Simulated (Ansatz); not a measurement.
**ZrC under changes of volume**

One of the cells (13.228 Å³/atom); the others are scaled copies at fixed shape and fractional positions:

```xyz
2
Lattice="0.0000 2.3650 2.3650 2.3650 0.0000 2.3650 2.3650 2.3650 0.0000" Properties=species:S:1:pos:R:3 pbc="T T T"
Zr    2.3650    2.3650    2.3650
C     0.0000    0.0000    0.0000
```

| Quantity | Value |
| --- | --- |
| Program | Ansatz 0.2.0 |
| Functional | PBEsol |
| Potentials or basis | Ansatz PAW |
| Cutoff | 420 eV (not typed: the program's choice for these potentials) |
| k mesh | 10 × 10 × 10 |
| Occupations | fermi-dirac, width 0.05 eV |
| Spin | no spin polarisation |

```tsv
volume (Å³/atom)	energy over the lowest point (meV/atom)	pressure (GPa)
12.434	4.94	5.7
12.699	0.00	0.4
12.963	3.24	-4.3
13.228	13.87	-8.5
13.493	31.12	-12.3
13.757	54.35	-15.7
14.022	?	?
```

Problem. What does the run at 14.022 Å³/atom give?

Solution. Energy over the lowest point 82.97 meV/atom; pressure -18.8 GPa.

Worked out: A Birch-Murnaghan fit of order 3 (a polynomial in V^(-2/3)) to the other rows has its minimum at 12.72 Å³/atom with B0 = V·E''(V) = 235 GPa and B' = 3.9. It gives 83.07 meV/atom at 14.022 Å³/atom, against the run's 82.97, and -dE/dV = -18.9 GPa, against -18.8.

Energies are extrapolated to zero smearing.

Caveats: the PAW data sets come from PBE, with cores solved anew for the run's functional, which leaves a small shift of forces and pressure.
